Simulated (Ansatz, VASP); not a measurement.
**CdS (Hawleyite): VASP beside Ansatz**

Contents of INCAR:

```
SYSTEM = CdS
PREC     = Accurate       ! precision mode
ENCUT    = 520            ! plane-wave cutoff, eV
EDIFF    = 1E-6           ! SCF threshold, eV
ISMEAR   = -1             ! smearing method
SIGMA    = 0.05           ! smearing width, eV
LREAL    = .FALSE.        ! projectors in reciprocal space
LASPH    = .TRUE.         ! aspherical terms in the spheres
NELM     = 60             ! most SCF steps
ALGO     = Normal         ! electronic algorithm
ISIF     = 2              ! what is computed and relaxed
LWAVE    = .FALSE.        ! write WAVECAR
LCHARG   = .FALSE.        ! write CHGCAR
GGA      = B5             ! functional
ALDAX    = 1.0          
AGGAX    = 1.0          
AGGAC    = 1.0          
ALDAC    = 0.0          
NBANDS   = 16             ! bands
```

The input KPOINTS:

```
Automatic mesh
0
G
  8 8 8
  0 0 0
```

POSCAR

```
CdS
1.0
    0.0000000000      2.9165000000      2.9165000000
    2.9165000000      0.0000000000      2.9165000000
    2.9165000000      2.9165000000      0.0000000000
Cd S
1 1
Direct
    0.0000000000      0.0000000000      0.0000000000
    0.7500000000      0.7500000000      0.7500000000
```

input.yaml

```yaml
crystal:
  lattice:
    - [0.0, 2.9165, 2.9165]
    - [2.9165, 0.0, 2.9165]
    - [2.9165, 2.9165, 0.0]
  atoms:
    - { symbol: Cd, position: [0.0, 0.0, 0.0] }
    - { symbol: S, position: [0.75, 0.75, 0.75] }
kpoints:
  mp_grid: { grid: [8, 8, 8] }
  band_path:
    path:
      - [0.0, 0.0, 0.0]
      - [0.5, 0.0, 0.5]
      - [0.5, 0.25, 0.75]
      - [0.375, 0.375, 0.75]
      - [0.0, 0.0, 0.0]
      - [0.5, 0.5, 0.5]
      - [0.625, 0.25, 0.625]
      - [0.5, 0.25, 0.75]
    npoints: 8
scf:
  occupations: { method: fermi_dirac, width: 0.05 }
hamiltonian:
  xc: blyp
  pseudopotentials: { kind: all_electron, lapw: { basis_error: 0.001 } }
output:
  forces: true
  stress: true
  eigenvalues: true
```

Alike in both runs: functional BLYP; k mesh 8 × 8 × 8; occupations fermi-dirac, width 0.05 eV; no spin polarisation.

|  | VASP | Ansatz |
| --- | --- | --- |
| version | VASP 6.6.1 | Ansatz 0.2.0 |
| potentials or method | VASP PAW PBE potentials, release 64 (Cd, S) | all-electron LAPW, scalar-relativistic |
| plane-wave cutoff (eV) | 520 | see its input |
| task | single point | band structure |

|  | VASP | Ansatz | Ansatz less VASP |
| --- | --- | --- | --- |
| gap on the k mesh at the Fermi level (eV) | 1.12 | 1.09 | -0.028 |
| least direct gap on the mesh (eV) | 1.12 | 1.09 | -0.028 |
| pressure (GPa) | 6.5 | 6.1 | -0.41 |

Ansatz ran all-electron here, so the differences hold the error of VASP's frozen core and of both bases.

Caveats: the PAW data sets were made with another functional, which shifts forces and pressure a little (VASP).
